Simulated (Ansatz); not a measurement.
Cu:

```xyz
1
Lattice="0.0000 1.8075 1.8075 1.8075 0.0000 1.8075 1.8075 1.8075 0.0000" Properties=species:S:1:pos:R:3 pbc="T T T"
Cu    0.0000    0.0000    0.0000
```

Program: Ansatz 0.2.0. Alike in all runs: potentials or basis all-electron LAPW, scalar-relativistic; no spin polarisation; cell as given; k mesh 13 × 13 × 13; cutoff (eV) 295; basis error allowed 0.001 eV/atom.

Q: Order these runs on this cell by their pressure, lowest first.
A. level PBE; smearing gaussian 0.017 eV
B. level PBEsol; smearing fermi-dirac 0.05 eV
C. level BLYP; smearing fermi-dirac 0.05 eV

A: B (-6.6 GPa), A (1.7 GPa), C (9.7 GPa).
